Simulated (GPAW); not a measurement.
# BAs (F-43m) in GPAW: notebook

One crystal, BAs, is run at these levels: PBE, LDA, revPBE; tasks: equation of state, band structure.

Everything below comes from runs of GPAW 26.7.0. Logs are shortened: lines on timing, memory, paths and dates and some standing lists are left out, and cuts for length are marked. The log counts tension as positive stress, the text compression.

**Experimental background.**

From “Basic Physical Properties of Cubic Boron Arsenide”, 2019, arxiv:1911.11281, for a bulk crystal of BAs: bulk modulus 148 GPa.

The runs below are set against these values where they give the same quantity.

## Step 1: The crystal as given

The structure is cubic, space group F-43m (No. 216). The conventional cell has a = 4.777 Å, b = 4.777 Å, c = 4.777 Å, α = 90.00°, β = 90.00°, γ = 90.00°. As (site symmetry -43m) is surrounded by 4 B at 2.07 Å. Around B (site symmetry -43m) lie 4 As at 2.07 Å.

## Step 2: Equation of state, PBE

run.py reads:

```python
from ase import Atoms
from ase.eos import EquationOfState
from ase.io import Trajectory
from ase.units import GPa
from gpaw import GPAW

atoms = Atoms(['As', 'B'],
              cell=[[0.0, 2.3885, 2.3885],
                    [2.3885, 0.0, 2.3885],
                    [2.3885, 2.3885, 0.0]],
              scaled_positions=[[0.75, 0.75, 0.75],
                                [0.0, 0.0, 0.0]],
              pbc=True)

traj = Trajectory('eos.traj', 'w')
volumes, energies = [], []
for x in [0.94, 0.96, 0.98, 1.0, 1.02, 1.04, 1.06]:
    a = atoms.copy()
    a.set_cell(atoms.cell * x**(1 / 3), scale_atoms=True)
    calc = GPAW(mode='lcao',
                h=0.18,
                basis='dzp',
                xc='PBE',
                kpts={'size': (8, 8, 8), 'gamma': True},
                occupations={'name': 'fermi-dirac', 'width': 0.05},
                convergence={'density': 1e-05, 'energy': 1e-05},
                maxiter=150,
                txt=f'eos-{x:.2f}.txt')
    a.calc = calc
    energies.append(a.get_potential_energy(force_consistent=True))
    volumes.append(a.get_volume())
    calc.write(f'eos-{x:.2f}.gpw')
    traj.write(a)
    print(f'{x:.2f} {volumes[-1]:10.4f} A^3 {energies[-1]:14.6f} eV', flush=True)

v0, e0, B = EquationOfState(volumes, energies, eos='birchmurnaghan').fit()
print(f'V0 = {v0:.4f} A^3, E0 = {e0:.6f} eV, B0 = {B / GPa:.2f} GPa')
```

Potentials or basis: GPAW PAW data sets (gpaw-data 1.2.1), lcao:dzp.

Command:

```bash
> OMP_NUM_THREADS=1 python run.py
```

Standard output:

```text
__  _  _
 | _ |_)|_||  |
 |__||  | ||/\| - 26.7.0

Input parameters:
  mode=LCAO(),
  basis={'default': 'dzp'},
  convergence={'density': 1e-05, 'energy': 1e-05},
  h=0.18,
  kpts=MonkhorstPack(size=(8, 8, 8), gamma=True),
  maxiter=150,
  occupations=Occupations(name='fermi-dirac', width=0.05),
  xc=XC(name='PBE')

                  As

       B

Atoms  # Å, Bohr magnetons
|   | symbol |        x |        y |        z |    initial magnetic moments |
|---|--------|----------|----------|----------|-----------------------------|
| 0 |     As | 3.509612 | 3.509612 | 3.509612 | ( 0.0000,  0.0000,  0.0000) |
| 1 |      B | 0.000000 | 0.000000 | 0.000000 | ( 0.0000,  0.0000,  0.0000) |

Unit cell  # Å
| periodic |        x |        y |        z |  lengths |    angles |
|----------|----------|----------|----------|----------|-----------|
|      yes | 0.000000 | 2.339741 | 2.339741 | 3.308894 | 60.000000 |
|      yes | 2.339741 | 0.000000 | 2.339741 | 3.308894 | 60.000000 |
|      yes | 2.339741 | 2.339741 | 0.000000 | 3.308894 | 60.000000 |

Number of symmetries: 24
Symmetry operations  # r_c * U_cc + t_c -> r_c
|    | kind |            matrix            |
|----|------|------------------------------|
|  0 |  E   |  1, 0, 0,  0, 1, 0,  0, 0, 1 |
|  1 |  σ   |  1, 0, 0,  0, 0, 1,  0, 1, 0 |
|  2 |  σ   |  1, 0,-1,  0, 1,-1,  0, 0,-1 |
|  3 |  C3  |  1, 0,-1,  0, 0,-1,  0, 1,-1 |
|  4 |  C3  |  1,-1, 0,  0,-1, 1,  0,-1, 0 |
|  5 |  σ   |  1,-1, 0,  0,-1, 0,  0,-1, 1 |
|  6 |  σ   |  0, 1, 0,  1, 0, 0,  0, 0, 1 |
|  7 |  C3  |  0, 1, 0,  0, 0, 1,  1, 0, 0 |
|  8 |  C2  |  0, 1,-1,  1, 0,-1,  0, 0,-1 |
|  9 |  S4  |  0, 1,-1,  0, 0,-1,  1, 0,-1 |
| 10 |  C3  |  0, 0, 1,  1, 0, 0,  0, 1, 0 |
| 11 |  σ   |  0, 0, 1,  0, 1, 0,  1, 0, 0 |
| 12 |  S4  |  0, 0,-1,  1, 0,-1,  0, 1,-1 |
| 13 |  C3  |  0, 0,-1,  0, 1,-1,  1, 0,-1 |
| 14 |  S4  |  0,-1, 1,  1,-1, 0,  0,-1, 0 |
| 15 |  C2  |  0,-1, 1,  0,-1, 0,  1,-1, 0 |
| 16 |  C3  |  0,-1, 0,  1,-1, 0,  0,-1, 1 |
| 17 |  S4  |  0,-1, 0,  0,-1, 1,  1,-1, 0 |
| 18 |  S4  | -1, 1, 0, -1, 0, 1, -1, 0, 0 |
| 19 |  C3  | -1, 1, 0, -1, 0, 0, -1, 0, 1 |
| 20 |  C3  | -1, 0, 1, -1, 1, 0, -1, 0, 0 |
| 21 |  S4  | -1, 0, 1, -1, 0, 0, -1, 1, 0 |
| 22 |  σ   | -1, 0, 0, -1, 1, 0, -1, 0, 1 |
| 23 |  C2  | -1, 0, 0, -1, 0, 1, -1, 1, 0 |

BZ-sampling:
  Number of BZ points: 512
  Number of IBZ points: 29

  Monkhorst-Pack size: [8, 8, 8]
  Monkhorst-Pack shift: [0.0625, 0.0625, 0.0625]

K-points  # in reciprocal-cell coordinates
|     |                                coordinates |     weight |
|-----|--------------------------------------------|------------|
|   0 | (  0.00000000,   0.00000000,   0.00000000) | 0.00195312 |
|   1 | (  0.12500000,   0.12500000,   0.00000000) | 0.01171875 |
|   2 | (  0.12500000,   0.12500000,   0.12500000) | 0.01562500 |
|   3 | (  0.25000000,   0.12500000,   0.12500000) | 0.02343750 |
|   4 | (  0.25000000,   0.25000000,   0.00000000) | 0.01171875 |
|   5 | (  0.25000000,   0.25000000,   0.12500000) | 0.04687500 |
|   6 | (  0.25000000,   0.25000000,   0.25000000) | 0.01562500 |
|   7 | (  0.37500000,   0.25000000,  -0.37500000) | 0.04687500 |
|   8 | (  0.37500000,   0.25000000,   0.12500000) | 0.04687500 |
|   9 | (  0.37500000,   0.25000000,   0.25000000) | 0.04687500 |
| ... |                                            |            |
|  28 | (  0.50000000,   0.50000000,   0.50000000) | 0.00781250 |

basis functions: 26
Spin-components: 1 (collinear spins)
Bands:           8
Projectors:      10
Spin-degeneracy: 2
Datatype:        <class 'complex'>

Parallelization:
  kpt:    1
  domain: 1
  band:   1

Density:
  Valence electrons: 8.0
  Components: 1
  Grid points: [16 16 16]
  Charge: 0.0  # |e|

Potential:
  Grid points: [16 16 16]

species:
  As:
    name:    Arsenic
    Z:       33.0
    valence: 5
    core:    28
    charge:  0.0  # [|e|]
    compensation charges:
      type: gauss
      rc: 0.33  # [Å]
      lmax: 2
    cutoffs:
      filter: 1.87  # [Å]
      core: 2.96  # [Å]
    projectors
    | kind |    occ | energy [eV] | rcut [Å] |
    |------|--------|-------------|----------|
    |   4s |  2.000 |     -14.487 |    1.058 |
    |   4p |  3.000 |      -5.196 |    1.058 |
    |    s |        |      12.725 |    1.058 |
    |    p |        |      22.016 |    1.058 |
    |    d |        |       0.000 |    1.058 |

    LCAO basis set for As:
      Name: dzp
      File: <dir>
      Number of radial functions: 5
      Number of spherical harmonics: 13
        l=0, rc=6.1250 Bohr: 4s-sz confined orbital
        l=1, rc=7.9531 Bohr: 4p-sz confined orbital
        l=0, rc=3.4219 Bohr: 4s-dz split-valence wave
[... 90 lines left out ...]
|  2 |  σ   |  1, 0,-1,  0, 1,-1,  0, 0,-1 |
|  3 |  C3  |  1, 0,-1,  0, 0,-1,  0, 1,-1 |
|  4 |  C3  |  1,-1, 0,  0,-1, 1,  0,-1, 0 |
|  5 |  σ   |  1,-1, 0,  0,-1, 0,  0,-1, 1 |
|  6 |  σ   |  0, 1, 0,  1, 0, 0,  0, 0, 1 |
|  7 |  C3  |  0, 1, 0,  0, 0, 1,  1, 0, 0 |
|  8 |  C2  |  0, 1,-1,  1, 0,-1,  0, 0,-1 |
|  9 |  S4  |  0, 1,-1,  0, 0,-1,  1, 0,-1 |
| 10 |  C3  |  0, 0, 1,  1, 0, 0,  0, 1, 0 |
| 11 |  σ   |  0, 0, 1,  0, 1, 0,  1, 0, 0 |
| 12 |  S4  |  0, 0,-1,  1, 0,-1,  0, 1,-1 |
| 13 |  C3  |  0, 0,-1,  0, 1,-1,  1, 0,-1 |
| 14 |  S4  |  0,-1, 1,  1,-1, 0,  0,-1, 0 |
| 15 |  C2  |  0,-1, 1,  0,-1, 0,  1,-1, 0 |
| 16 |  C3  |  0,-1, 0,  1,-1, 0,  0,-1, 1 |
| 17 |  S4  |  0,-1, 0,  0,-1, 1,  1,-1, 0 |
| 18 |  S4  | -1, 1, 0, -1, 0, 1, -1, 0, 0 |
| 19 |  C3  | -1, 1, 0, -1, 0, 0, -1, 0, 1 |
| 20 |  C3  | -1, 0, 1, -1, 1, 0, -1, 0, 0 |
| 21 |  S4  | -1, 0, 1, -1, 0, 0, -1, 1, 0 |
| 22 |  σ   | -1, 0, 0, -1, 1, 0, -1, 0, 1 |
| 23 |  C2  | -1, 0, 0, -1, 0, 1, -1, 1, 0 |

BZ-sampling:
  Number of BZ points: 512
  Number of IBZ points: 29

  Monkhorst-Pack size: [8, 8, 8]
  Monkhorst-Pack shift: [0.0625, 0.0625, 0.0625]

K-points  # in reciprocal-cell coordinates
|     |                                coordinates |     weight |
|-----|--------------------------------------------|------------|
|   0 | (  0.00000000,   0.00000000,   0.00000000) | 0.00195312 |
|   1 | (  0.12500000,   0.12500000,   0.00000000) | 0.01171875 |
|   2 | (  0.12500000,   0.12500000,   0.12500000) | 0.01562500 |
|   3 | (  0.25000000,   0.12500000,   0.12500000) | 0.02343750 |
|   4 | (  0.25000000,   0.25000000,   0.00000000) | 0.01171875 |
|   5 | (  0.25000000,   0.25000000,   0.12500000) | 0.04687500 |
|   6 | (  0.25000000,   0.25000000,   0.25000000) | 0.01562500 |
|   7 | (  0.37500000,   0.25000000,  -0.37500000) | 0.04687500 |
|   8 | (  0.37500000,   0.25000000,   0.12500000) | 0.04687500 |
|   9 | (  0.37500000,   0.25000000,   0.25000000) | 0.04687500 |
| ... |                                            |            |
|  28 | (  0.50000000,   0.50000000,   0.50000000) | 0.00781250 |

basis functions: 26
Spin-components: 1 (collinear spins)
Bands:           8
Projectors:      10
Spin-degeneracy: 2
Datatype:        <class 'complex'>

Parallelization:
  kpt:    1
  domain: 1
  band:   1

Density:
  Valence electrons: 8.0
  Components: 1
  Grid points: [16 16 16]
  Charge: 0.0  # |e|

Potential:
  Grid points: [16 16 16]

species:
  As:
    name:    Arsenic
    Z:       33.0
    valence: 5
    core:    28
    charge:  0.0  # [|e|]
    compensation charges:
      type: gauss
      rc: 0.33  # [Å]
      lmax: 2
    cutoffs:
      filter: 1.87  # [Å]
      core: 2.96  # [Å]
    projectors
    | kind |    occ | energy [eV] | rcut [Å] |
    |------|--------|-------------|----------|
    |   4s |  2.000 |     -14.487 |    1.058 |
    |   4p |  3.000 |      -5.196 |    1.058 |
    |    s |        |      12.725 |    1.058 |
    |    p |        |      22.016 |    1.058 |
    |    d |        |       0.000 |    1.058 |

    LCAO basis set for As:
      Name: dzp
      File: <dir>
      Number of radial functions: 5
      Number of spherical harmonics: 13
        l=0, rc=6.1250 Bohr: 4s-sz confined orbital
        l=1, rc=7.9531 Bohr: 4p-sz confined orbital
        l=0, rc=3.4219 Bohr: 4s-dz split-valence wave
        l=1, rc=4.6094 Bohr: 4p-dz split-valence wave
        l=2, rc=7.9531 Bohr: d-type Gaussian polarization
      Number of RI-basis functions 0

  B:
    name:    Boron
    Z:       5.0
    valence: 3
    core:    2
    charge:  0.0  # [|e|]
    compensation charges:
      type: gauss
      rc: 0.20  # [Å]
      lmax: 2
    cutoffs:
      filter: 1.14  # [Å]
      core: 1.38  # [Å]
    projectors
    | kind |    occ | energy [eV] | rcut [Å] |
    |------|--------|-------------|----------|
    |   2s |  2.000 |      -9.443 |    0.635 |
    |   2p |  1.000 |      -3.606 |    0.635 |
    |    s |        |      17.768 |    0.635 |
    |    p |        |      23.605 |    0.635 |
    |    d |        |       0.000 |    0.635 |

    LCAO basis set for B:
      Name: dzp
      File: <dir>
      Number of radial functions: 5
      Number of spherical harmonics: 13
        l=0, rc=6.6719 Bohr: 2s-sz confined orbital
        l=1, rc=8.2188 Bohr: 2p-sz confined orbital
        l=0, rc=3.7500 Bohr: 2s-dz split-valence wave
        l=1, rc=4.6094 Bohr: 2p-dz split-valence wave
        l=2, rc=8.2188 Bohr: d-type Gaussian polarization
      Number of RI-basis functions 0

Reference energy: -62172.463167  # eV

eigensolver:
  <gpaw.new.lcao.eigensolver.LCAOEigensolver object>
density mixing:
  MSR1-Mixer
  Pratt-step length: 0.05
  Maximum mixing coefficient: 0.75
  Old densities: 10
  SVD Regularization: 0.005
  Good broyden scale: 1.0
  Trust region scale: 1.0
  Backstep threshold: 4.0
  History deletion threshold: 6.0
  Fourier metric: weight=20.0, sigma=0.015

occupation numbers:
  Fermi-Dirac:
    width: 0.0500  # eV

FastPoissonSolver using
    Stencil: 12*3+1=37 point O(h^6) finite-difference Laplacian
    FFT axes: [np.int64(0), np.int64(1), np.int64(2)]
    FST axes: []

xc functional:
  name: PBE with 2 nearest neighbor stencil
interpolation: tri-quintic # 5. degree polynomial

convergence criteria:
- Maximum integral of absolute [dens]ity change: 1e-05 electrons / valence electron
- Maximum [total energy] change in last 3 cyles: 1e-05 eV / valence electron
- Maximum integral of absolute [eigenst]ate change: 4e-08 eV^2 / valence electron
maximum number of iterations: 150

SCF iterations
|iter     | |      energy | eigst |  dens |
|---------|-|-------------|-------|-------|
|iter:   1| |  -11.648744 |      c|       |
|iter:   2| |  -11.532408 |      c| -0.74 |
|iter:   3| |  -11.095958 |      c| -0.78 |
|iter:   4| |  -11.095315 |      c| -1.49 |
|iter:   5| |  -11.095693 |      c| -1.89 |
|iter:   6| |  -11.095698 |      c| -2.90 |
|iter:   7| |  -11.095698c|      c| -3.62 |
|iter:   8| |  -11.095698c|      c| -4.67 |
|iter:   9| |  -11.095698c|      c| -5.21c|

Converged in 9 steps
Energy contributions relative to reference atoms: (reference = -62172.463167)

Energy contributions:
  Kinetic:          26.916960
  Coulomb:         -23.139596
  Zero:              0.056411
  External:          0.000000
  Xc:              -14.929473
  Entropy:          -0.000000
  Spinorbit:         0.000000
  ----------------------------
  Free energy:     -11.095698
  Extrapolated:    -11.095698

dipole moment: (-2.972626, -2.972626, -2.972626)  # |e|*Ang

Fermi level: 9.374
Eigenvalues  # (at kpt = [0.000, 0.000, 0.000])
| band index |      eig [eV] | occ [0-2] |
|------------|---------------|-----------|
|          0 |        -7.185 |     2.000 |
|          1 |         8.785 |     2.000 |
|          2 |         8.785 |     2.000 |
|          3 |         8.785 |     2.000 |
|          4 |        12.282 |     0.000 |
|          5 |        12.282 |     0.000 |
|          6 |        12.283 |     0.000 |
|          7 |        14.571 |     0.000 |

Gap: 1.214 eV
Transition (v -> c):
  (s=0, k=0, n=3, [0.00, 0.00, 0.00]) -> (s=0, k=12, n=4, [0.38, 0.38, 0.00])
Direct/indirect transitions are different
Direct gap: 3.497 eV
Transition at: (s=0, k=0, n=3, [0.00, 0.00, 0.00])
# Writing to eos-0.94.gpw (mode='')
```

It took 3.3 min on 1 thread of AMD EPYC 9R45 (Zen 5), shared host; peak memory 0.21 GiB.

Results:

```yaml
Equilibrium_volume: 14.02 Å³/atom
Bulk_modulus: 130 GPa
Pressure_derivative_of_the_bulk_modulus: 4.6
```

Energy against volume, from the lowest point:
```tsv
volume (Å³/atom)	energy (meV/atom)
12.809	50.08
13.081	28.78
13.354	13.72
13.626	4.38
13.899	0.00
14.171	0.06
14.444	4.32
```

Caveat: the basis of atomic orbitals isn't converged, which shifts pressures, moduli and gaps.

[end of part 1 of 2]
